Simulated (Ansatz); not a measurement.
# ZnSe: the cost of one run

Program: Ansatz 0.2.0. Level of theory: DFT PBEsol, scalar-relativistic, plane waves, PAW. These are calculated values, not measurements.

2 further runs of the same task are left out: 2 set aside as unsound or not needed.

### 1 Starting point

Symmetry: F-43m, No. 216, cubic system. Conventional cell: a = 5.633 Å, b = 5.633 Å, c = 5.633 Å, α = 90.00°, β = 90.00°, γ = 90.00°. Around Zn (site symmetry -43m) lie 4 Se at 2.44 Å. Se (site symmetry -43m) has 4 Zn at 2.44 Å as nearest neighbours.

Coordinates:

```cif
data_structure
_symmetry_space_group_name_H-M 'F-43m'
_symmetry_Int_Tables_number 216
_cell_length_a 5.6332
_cell_length_b 5.6332
_cell_length_c 5.6332
_cell_angle_alpha 90.000
_cell_angle_beta 90.000
_cell_angle_gamma 90.000
_cell_volume 178.76
loop_
_atom_site_label
_atom_site_type_symbol
_atom_site_symmetry_multiplicity
_atom_site_Wyckoff_symbol
_atom_site_fract_x
_atom_site_fract_y
_atom_site_fract_z
_atom_site_occupancy
Zn1 Zn 4 a 0.00000 0.00000 0.00000 1
Se1 Se 4 c 0.25000 0.25000 0.25000 1
```

This cell was relaxed beforehand with the same method: volume 22.34 Å³/atom, gap on the mesh 1.24 eV.

### 2 Relaxing at 20 GPa

What is minimised here is the enthalpy; the energy can go up as the cell is squeezed.

Input file input.yaml:

```yaml
crystal:
  lattice:
    - [0.0, 2.8166002266, 2.8166002266]
    - [2.8166002266, 0.0, 2.8166002266]
    - [2.8166002266, 2.8166002266, 0.0]
  atoms:
    - { symbol: Zn, position: [0.0, 0.0, 0.0] }
    - { symbol: Se, position: [0.75, 0.75, 0.75] }
basis:
  ecutwfc: 420
kpoints:
  mp_grid: { grid: [8, 8, 8] }
hamiltonian:
  xc: pbesol
scf:
  occupations: { method: fixed }
output:
  forces: true
  stress: true
  eigenvalues: true
relax:
  adjacent_minimum: "off"
  f_tol: 0.001
  max_steps: 60
  cell: { stress_tol: 0.02, p_target: 20.0 }
```

Run with:

```
> ansatz run input.yaml --threads 1 --pin off --max-ram 3072MiB --backend cpu --events-out ev --progress --plain --runs-dir out
```

**Question.** How long does this run take on 1 thread of Arm Neoverse V1, shared host, and how much memory does it need?

About 22 s, with a peak of 0.32 GiB.
